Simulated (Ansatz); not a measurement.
# MnO2 (P6_3/mmc) in Ansatz: a series of runs, part 2 of 2

Ansatz 0.2.0. Earlier steps stand in the parts before.

## Step 5: Single point, PBEsol, collinear spin, ferromagnetic start

The input, input.yaml:

```yaml
crystal:
  lattice:
    - [2.8549554371, 0.0, 0.0]
    - [-1.4274777185, 2.4724639352, 0.0]
    - [0.0, 0.0, 10.2217427273]
  atoms:
    - { symbol: Mn, position: [0.0, 0.0, 0.5], spin: 3.0 }
    - { symbol: Mn, position: [0.0, 0.0, 0.0], spin: 3.0 }
    - { symbol: O, position: [0.6666666667, 0.3333333333, 0.40685645] }
    - { symbol: O, position: [0.6666666667, 0.3333333333, 0.09314355] }
    - { symbol: O, position: [0.3333333333, 0.6666666667, 0.59314355] }
    - { symbol: O, position: [0.3333333333, 0.6666666667, 0.90685645] }
hamiltonian:
  xc: pbesol
  pseudopotentials: { kind: paw }
magnetization:
  spin_polarized: true
  initial_magnetization: 6.0
  spin_locking: { lock_magnetization: hard }
kpoints:
  mp_grid: { grid: [9, 9, 3] }
scf:
  occupations: { method: fermi_dirac, width: 0.05 }
  lower_state_search: "off"
output:
  forces: true
  stress: true
  eigenvalues: true
  write_density: true
  write_potential: true
  elf: true
  volumetric_format: npy
```

Potentials or basis: Ansatz PAW.

On the command line:

```bash
> ansatz run input.yaml --threads 2 --pin off --max-ram 5632MiB --backend cpu --events-out ev --progress --plain --runs-dir out
```

The program printed:

```text
Warning: output.stress: scf.convergence.dr2_threshold = 1e-7 eV (the SCF's general default) is looser than the 6e-10 eV advised for a printed stress (1e-10 eV for each atom of the cell: 6). What an SCF threshold leaves in a stress goes as its square root, and in the free energy as the threshold itself, and one threshold admits the most on a small cell: of the crystals measured, under no hybrid functional and no lock of the moments, on runs that ended without the residual-converged pass, on stresses that held no estimate of that error, the worst erred by over 100 MPa in a component at 1e-7 eV an atom and by under 5 at 1e-10. Set scf.convergence.dr2_threshold to 6e-10 eV or tighter. The threshold is an SCF's pass mark: one that does not reach it within its budget of iterations ends unconverged, or closes short of it on a stop that the run arms, and scf.convergence.dr2_threshold's page says what that costs each kind of run
Warning: RAYON_NUM_THREADS=2 ignored (pool sized by the plan → 2); use --threads N
Engine: ansatz 0.2.0, x86_64-unknown-linux-gnu
Pseudopotentials: kind: paw
Pseudopotential: Mn, paw, valence charge 15, recommended cutoff 420 eV (normal), Mn.paw.azcp
Pseudopotential: O, paw, valence charge 6, recommended cutoff 420 eV (normal), O.paw.azcp
Functional definition: PBEsol
  exchange = pbesol_x
  correlation = pbesol_c
Crystal: 6 atoms, lattice volume = 72.153 Å³
Basis set: ecut = 420 eV, 1427 PW (Γ), exchange–correlation on 40×40×144 points (8 copies of the dense FFT grid, shifted against one another)
Bands: 36, of which v1, the nominal top of the filled ones, is band 27 counted from 1 (26 counted from 0)
Symmetry: 24 space group operations
Space group: P63/mmc (ITA 194), of the structure as read, at distance tolerance 4.2e-5 Å
Magnetic group: BNS 194.263 (UNI 1493), of the structure as read, at distance tolerance 4.2e-5 Å
k-points: 24 of 243
Non-local potential: Mn, projectors of the file, l = 0: 3, l = 1: 2, l = 2: 3, l = 3: 1
Non-local potential: O, projectors of the file, l = 0: 2, l = 1: 2, l = 2: 1
PAW form: soft (Blöchl's): semilocal exchange-correlation on the pseudo side does not see the compensation charge
PAW frozen core: Mn, regenerated for the run's functional, and the local potential with it (the file was generated under x = pbe(κ = 0.804, μ = 0.2195149727645171), c = pbe(β = 0.06672455060314922))
PAW frozen core: O, regenerated for the run's functional, and the local potential with it (the file was generated under x = pbe(κ = 0.804, μ = 0.2195149727645171), c = pbe(β = 0.06672455060314922))
PAW one-centre angular grid: Mn, 590 points (default); XC on 64 Gauss nodes
PAW one-centre angular grid: O, 110 points (default); XC on 64 Gauss nodes
Initial density: superposition of atomic densities (chi_scale 0.1, normalization cell, long waves kept (reshape's long-wave potential 0.21 eV rms))
[... 25 lines left out ...]
Internal energy: -9980.690008 eV  (E = F + TS)
E sigma→0 (E₀):  -9980.690008 eV
Fermi energy:    6.756339 (↑ 7.197688, ↓ 6.295659) eV
--- Per-component energies (eV) ---
  E_band       = -805.898820
  E_kinetic    = 1295.935602
  E_local      = -8288.484409  (includes V_loc(G=0)·N_el)
  E_nonlocal   = 670.825936
  E_hartree    = 3447.350492
  E_xc         = -515.441790
  E_vxc        = -661.800732  (∫ρ·V_xc dr)
  E_paw        = -3138.638146  (= ΣΔE_a)
  E_vpaw       = -717.087024  (= ΣTr[D̂ρ^β])
  E_aug_tail   = 0.009517  (compensation charges beyond the density's cutoff)
  E_ewald      = -3452.727662
  E_core_change = 0.480452  (= ΣΔE_core)
  E_smearing   = -0.000000  (= −TS)
  E_closure    = 0.000000  (closes the sum)
  Σ components = -9980.690008   (vs F -9980.690008, Δ=0.00e0)
--- Forces (eV/Å), atoms counted from 1 ---
  atom   1  Mn     0.00000000     0.00000000     0.00000000
  atom   2  Mn     0.00000000    -0.00000000     0.00000000
  atom   3  O     -0.00000000     0.00000000     0.19016583
  atom   4  O     -0.00000000     0.00000000    -0.19016583
  atom   5  O      0.00000000    -0.00000000    -0.19016583
  atom   6  O      0.00000000    -0.00000000     0.19016583
  max |Σ_I F_I| component: 2.78e-17 eV/Å
--- Stress (GPa, compression-positive) ---
       -2.919083       0.000000       0.000000
        0.000000      -2.919083       0.000000
        0.000000       0.000000      -1.014908
  P = ⅓ Tr σ = -2.2844 GPa (-22.844 kbar)
--- Band table (eV; the first three rows and the last of 48) ---
  k-point 0 ↑: bands = ["-74.9442", "-74.9442", "-43.7192", "-43.7191", "-43.7183", "-43.7183", "-43.7183", "-43.7183", "-13.2006", "-13.1608", "-11.0239", "-10.9517", "0.1642", "0.3808", "0.3808", "0.3868", "0.3868", "0.5099", "4.0112", "4.0112", "4.0127", "4.0127", "4.1098", "4.8638", "4.8864", "4.8864", "4.9094", "4.9094", "6.0730", "6.3063", "9.2475", "9.2475", "9.2698", "9.2698", "13.0543", "14.7940"]
  k-point 1 ↑: bands = ["-74.9442", "-74.9442", "-43.7191", "-43.7191", "-43.7183", "-43.7183", "-43.7183", "-43.7183", "-13.1909", "-13.1710", "-11.0057", "-10.9696", "0.2435", "0.3824", "0.3824", "0.3853", "0.3853", "0.4156", "4.0116", "4.0116", "4.0123", "4.0123", "4.2879", "4.6591", "4.8924", "4.8924", "4.9038", "4.9038", "6.1527", "6.2641", "9.2533", "9.2533", "9.2643", "9.2643", "13.3277", "14.0451"]
  k-point 2 ↑: bands = ["-74.9420", "-74.9420", "-43.7382", "-43.7382", "-43.7228", "-43.7228", "-43.7159", "-43.7158", "-13.0406", "-13.0011", "-11.0611", "-10.9937", "0.2674", "0.3243", "0.3557", "0.5109", "0.5175", "0.6832", "3.3712", "3.3927", "3.5970", "3.6046", "4.4311", "4.8420", "4.8837", "5.1599", "5.2206", "5.2386", "6.1104", "6.3555", "8.8217", "8.8941", "9.1536", "9.1767", "13.5639", "15.1171"]
  k-point 23 ↓: bands = ["-71.7539", "-71.7539", "-40.8106", "-40.8106", "-40.8106", "-40.8106", "-40.4770", "-40.4770", "-11.2643", "-11.2643", "-11.2308", "-11.2308", "1.0396", "1.0396", "1.0821", "1.0821", "1.6145", "1.6510", "3.4104", "3.4104", "3.5422", "3.5957", "3.6810", "3.6810", "7.5112", "7.5255", "8.3152", "8.3152", "8.3843", "8.3843", "9.9560", "9.9560", "10.0019", "10.0019", "19.2977", "19.6189"]
```

rho_z.tsv:

```text
# z_ang	rho[e/angstrom^3]	rho_spin[e/angstrom^3]
# format = ansatz-planar-average/11
# lattice	2.854955437	-0.000000000	0.000000000
# lattice	-1.427477719	2.472463935	0.000000000
# lattice	0.000000000	0.000000000	10.221742727
# sites	6
# site	25	0.000000000	0.000000000	5.110871364
# site	25	0.000000000	0.000000000	0.000000000
# site	8	1.427477719	0.824154645	4.158781959
# site	8	1.427477719	0.824154645	0.952089405
# site	8	0.000000000	1.648309290	6.062960768
# site	8	0.000000000	1.648309290	9.269653322
0.000000	2.503944e0	5.107185e-1
0.141969	2.282578e0	4.456610e-1
0.283937	1.778826e0	3.101963e-1
0.425906	1.310462e0	1.922446e-1
0.567875	1.072956e0	1.144396e-1
0.709843	1.038625e0	6.434451e-2
[... 64 lines left out ...]
9.937805	1.778826e0	3.101963e-1
10.079774	2.282578e0	4.456610e-1
```

Wall time 2 s (2 threads of AMD EPYC 9R45 (Zen 5), shared host); peak memory 0.46 GiB.

What came out:

| Quantity | Value |
| --- | --- |
| Free energy | -9980.6900 eV |
| Pressure | -2.3 GPa |
| Largest force | 0.190 eV/Å |
| Net moment | 6.00 μB per cell |
| Absolute moment | 6.08 μB per cell |
| Site moments | Mn +2.49; O +0.05 μB |

Forces in eV/Å, atoms in the order of the input:
```
Mn   0.000  0.000  0.000
Mn   0.000  0.000  0.000
O    0.000  0.000  0.190
O    0.000  0.000 -0.190
O    0.000  0.000 -0.190
O    0.000  0.000  0.190
```

Stress tensor (GPa, compression positive):
```
-2.92  0.00  0.00
 0.00 -2.92  0.00
 0.00  0.00 -1.01
```

Caveat: the pressure holds a Pulay correction of +0.7 GPa for the finite cutoff; the total moment is fixed, so each spin has its own Fermi level; only a ferromagnetic start was run, and an antiferromagnetic order may lie lower in energy; the PAW data sets come from PBE, with cores solved anew for the run's functional, which leaves a small shift of forces and pressure; the thresholds are loose for stress.

## Step 6: Single point, PBEsol, collinear spin, ferromagnetic start

input.yaml: that of step 5 with these lines changed.

```diff
@@ -6,4 +6,4 @@
   atoms:
-    - { symbol: Mn, position: [0.0, 0.0, 0.5], spin: 3.0 }
-    - { symbol: Mn, position: [0.0, 0.0, 0.0], spin: 3.0 }
+    - { symbol: Mn, position: [0.0, 0.0, 0.5], spin: 4.0 }
+    - { symbol: Mn, position: [0.0, 0.0, 0.0], spin: 4.0 }
     - { symbol: O, position: [0.6666666667, 0.3333333333, 0.40685645] }
@@ -17,3 +17,3 @@
   spin_polarized: true
-  initial_magnetization: 6.0
+  initial_magnetization: 8.0
   spin_locking: { lock_magnetization: hard }
@@ -28,5 +28 @@
   eigenvalues: true
-  write_density: true
-  write_potential: true
-  elf: true
-  volumetric_format: npy
```

Potentials or basis: Ansatz PAW.

On the command line:

```bash
> ansatz run input.yaml --threads 2 --pin off --max-ram 5632MiB --backend cpu --events-out ev --progress --plain --runs-dir out
```

Run time: 1.9 s. Hardware: 2 threads of AMD EPYC 9R45 (Zen 5), shared host; peak memory 0.43 GiB.

The run converged. Its results:

* Free energy: -9977.5576 eV
* Pressure: 11.2 GPa
* Largest force: 0.381 eV/Å
* Net moment: 8.00 μB per cell
* Absolute moment: 8.00 μB per cell
* Site moments: Mn +2.78; O +0.33 μB

Forces on the atoms (eV/Å):
```
Mn   0.000  0.000  0.000
Mn   0.000  0.000  0.000
O    0.000  0.000 -0.381
O    0.000  0.000  0.381
O    0.000  0.000  0.381
O    0.000  0.000 -0.381
```

Stress tensor (GPa, compression positive):
```
15.32  0.00  0.00
 0.00 15.32  0.00
 0.00  0.00  2.91
```

Caveat: the pressure holds a Pulay correction of +0.7 GPa for the finite cutoff; the total moment is fixed, so each spin has its own Fermi level; only a ferromagnetic start was run, and an antiferromagnetic order may lie lower in energy; the PAW data sets come from PBE, with cores solved anew for the run's functional, which leaves a small shift of forces and pressure; the thresholds are loose for stress.

## Step 7: Overview

| spin | fixed moment (μB) | pressure (GPa) | moment (μB) | largest force (eV/Å) |
| --- | --- | --- | --- | --- |
| collinear, program default start | 0.0 | -11.3 | 0.00 | 0.52 |
| collinear, ferromagnetic start | 2.0 | -9.4 | 2.00 | 0.37 |
| collinear, ferromagnetic start | 4.0 | -6.9 | 4.00 | 0.54 |
| collinear, ferromagnetic start | 6.0 | -2.3 | 6.00 | 0.19 |
| collinear, ferromagnetic start | 8.0 | 11.2 | 8.00 | 0.38 |

Alike in all rows: task single point; level PBEsol; potentials or basis Ansatz PAW; cell as given; k mesh 9 × 9 × 3; cutoff (eV) 420; smearing fermi-dirac 0.05 eV.

Caveats: the total moment is fixed, so each spin has its own Fermi level; the PAW data sets come from PBE, with cores solved anew for the run's functional, which leaves a small shift of forces and pressure; the thresholds are loose for stress.

Absolute energies hang on the potentials; compare differences alone.
